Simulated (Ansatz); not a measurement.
Electric field gradients in HfO₂

The cell is an entry of the Crystallography Open Database (COD) whose atoms were relaxed with PBE, the cell held.

```
Hf O
1.0
     5.05980    0.00000    0.00000
     0.00000   10.01720    0.00000
     0.00000    0.00000    5.22760
Hf O
8 16
Direct
  0.74515 0.88454 0.96486
  0.24515 0.61546 0.03514
  0.25485 0.38454 0.53514
  0.75485 0.11546 0.46486
  0.25485 0.11546 0.03514
  0.75485 0.38454 0.96486
  0.74515 0.61546 0.46486
  0.24515 0.88454 0.53514
  0.87051 0.79074 0.62402
  0.37051 0.70926 0.37598
  0.12949 0.29074 0.87598
  0.62949 0.20926 0.12402
  0.12949 0.20926 0.37598
  0.62949 0.29074 0.62402
  0.87051 0.70926 0.12402
  0.37051 0.79074 0.87598
  0.50288 0.97644 0.26172
  0.00288 0.52356 0.73828
  0.49712 0.47644 0.23828
  0.99712 0.02356 0.76172
  0.49712 0.02356 0.73828
  0.99712 0.47644 0.26172
  0.50288 0.52356 0.76172
  0.00288 0.97644 0.23828
```

Atom numbers follow the list; atoms alike are taken as one site, whose name carries the number of the first.

Level of theory: DFT, PBE, plane waves and PAW, with spin–orbit coupling, 420 eV cutoff, Γ-centred 5×3×5 k-points, Fermi–Dirac smearing 0.02 eV (Ansatz 0.2.0).

C_Q = eQV_zz/h, which is 24.18 MHz for Q = 1 b and V_zz = 10²¹ V/m²; η = (V_xx − V_yy)/V_zz. Directions are in the Cartesian axes of the cell vectors above, for the atom listed; none is given where the gradient is under 0.02 or η is above 0.95.

**Question.** Which values are expected at the nuclei?

**Answer.** 

```
site  first atom                               first shell  V_zz (10²¹ V/m²)     η  direction of V_zz (x, y, z)
  Hf           1                        7 O at 2.04–2.22 Å             11.62  0.24              0.94 0.03 -0.35
  O9           9  3 Hf at 2.04–2.17 Å; also 1 Hf at 3.33 Å             -2.87  0.48             -0.29 0.69 -0.66
 O17          17                       4 Hf at 2.14–2.22 Å             -1.49  0.69               0.94 0.18 0.28
```

At this cell the PBE pressure is 5 GPa, so with PBE the cell would grow if it were relaxed.

Hardware: 4 threads of AMD EPYC 9R45 (Zen 5) (x86_64; 16 cores open to the job, memory cap 8.0 GiB, no GPU), a shared host with a load of 0.2 a core. Wall time 78 s, CPU time 5 min, peak memory 6 GiB.
